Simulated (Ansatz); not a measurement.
Runs of Ansatz 0.2.0 on CuO. The structure is monoclinic, space group Cc (No. 9). Conventional cell: a = 4.689 Å, b = 3.427 Å, c = 5.132 Å, α = 90.00°, β = 99.65°, γ = 90.00°. Around Cu (site symmetry 1) lie 4 O at 1.91 to 2.02 Å. O (site symmetry 1) is surrounded by 4 Cu at 1.91 to 2.02 Å. 

| task | level | U | cell | k mesh | cutoff (eV) | points for each segment of the path | hubbard projectors | double counting | mesh quality | gap on the mesh (eV) | pressure (GPa) | V0 of scaled cells (Å³/atom) | relaxed volume (Å³/atom) | B0 (GPa) | largest force (eV/Å) |
| --- | --- | --- | --- | --- | --- | --- | --- | --- | --- | --- | --- | --- | --- | --- | --- |
| band structure | PBEsol | - | as given | 6 × 6 × 3 | 420 | 14 | - | - | coarse | none | -2.6 | - | - | - | 0.73 |
| equation of state | r2SCAN | - | as given | 10 × 10 × 5 | 500 | - | - | - | not flagged | - | - | 10.09 | - | 186 | - |
| band structure | PBEsol+U | Cu d U = 4.5 eV | as given | 10 × 10 × 5 | 420 | 14 | ortho-atomic (the default) | fll (the default) | not flagged | none | -0.6 | - | - | - | (b) |
| relaxation of cell and atoms | LDA | - | relaxed | 10 × 10 × 5 | 420 | - | - | - | not flagged | none | 0.0 | - | 10.27 | - | - |
| band structure | BLYP | - | as given | 6 × 6 × 3 | 420 | 14 | - | - | coarse | none | (c) | - | - | - | 0.76 |
| relaxation of cell and atoms | BLYP+D3(BJ) | - | relaxed | 10 × 10 × 5 | 420 | - | - | - | not flagged | none | 0.0 | - | 10.98 | - | - |
| relaxation of cell and atoms | LDA+U | Cu d U = 5.3 eV | relaxed | 10 × 10 × 5 | 420 | - | ortho-atomic (the default) | fll (the default) | not flagged | none | 0.0 | - | 10.43 | - | - |
| band structure | PBEsol+U | Cu d U = 5.3 eV | as given | 10 × 10 × 5 | 420 | 14 | ortho-atomic (the default) | fll (the default) | not flagged | none | -0.1 | - | - | - | 0.80 |
| band structure | LDA | - | as given | 10 × 10 × 5 | 420 | 14 | - | - | not flagged | none | -9.6 | - | - | - | 0.79 |
| band structure | r2SCAN | - | as given | 6 × 6 × 3 | 500 | 14 | - | - | coarse | none | -1.2 | - | - | - | (a) |
| equation of state | LDA | - | as given | 10 × 10 × 5 | 420 | - | - | - | not flagged | - | - | 9.65 | - | 208 | - |
| phonons | r2SCAN | - | as given | 8 × 8 × 5 | 500 | - | - | - | not flagged | none | - | - | - | - | - |

Alike in all rows: potentials or basis Ansatz PAW; no spin polarisation; smearing fermi-dirac 0.05 eV.

Estimate the missing entries.

(a) 0.71; (b) 0.78; (c) 12.5.

Caveats: some runs use coarse meshes; the run has no spin polarisation, though such a crystal can be magnetic; the PAW data sets come from PBE, with cores solved anew for the run's functional, which leaves a small shift of forces and pressure; semilocal functionals often make such compounds metallic where correlation or magnetic order opens a gap, which also shifts bond lengths (some runs); U without spin polarisation on a metal has little footing (some runs); the plane-wave basis is chosen anew once the cell has moved, so the energies of steps on either side of that aren't comparable (some runs); the cell was scaled at fixed shape and fractional positions, which overstates the stiffness of a crystal with free parameters, most of all of layers and chains (some runs); the potentials were made for another functional, which shifts forces and pressure (some runs).

A k mesh can miss the band edges.

A gap of «none» marks a metal or a gap under the smearing width.

Not every run made on this cell is shown here.
